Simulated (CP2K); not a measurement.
## InAs under changes of volume

One of the cells (23.821 Å³/atom); the others are scaled copies at fixed shape and fractional positions:

```
CELL_PARAMETERS angstrom
4.06912 0.00000 0.00000
2.03456 3.52396 0.00000
2.03456 1.17465 3.32242
ATOMIC_POSITIONS crystal
In 0.50000 0.50000 0.50000
As 0.00000 0.00000 0.00000
```

Measurements of this composition are mostly on another form, of space group No. 216.

| Item | Value |
| --- | --- |
| Program | CP2K 2026.2 |
| Functional | LDA |
| Potentials or basis | GTH_POTENTIALS In GTH-PADE-q13, As GTH-PADE-q5; TZVP-MOLOPT-PBE-GTH basis |
| Density cutoff | 6123 eV |
| k mesh | 8 × 8 × 8 |
| Occupations | fermi-dirac, width 0.01 eV |
| Spin | no spin polarisation |

```tsv
volume (Å³/atom)	energy over the lowest point (meV/atom)	pressure (GPa)
22.392	0.00	-1.0
22.868	5.05	-2.4
23.344	14.14	-3.7
23.821	26.79	-4.8
24.297	?	?
24.774	61.10	-6.7
25.250	82.04	-7.4
```

Problem. What does the run at 24.297 Å³/atom give?

Solution. Energy over the lowest point 42.57 meV/atom; pressure -5.8 GPa.

Worked out: A Birch-Murnaghan fit of order 3 (a polynomial in V^(-2/3)) to the other rows has its minimum at 22.10 Å³/atom, just outside them, with B0 = V·E''(V) = 77 GPa and B' = 4.8. It gives 42.55 meV/atom at 24.297 Å³/atom, against the run's 42.57, and -dE/dV = -5.8 GPa, against -5.8.

Energies are extrapolated to zero smearing.

Caveats: the basis of atomic orbitals isn't converged, which shifts pressures, moduli and gaps.
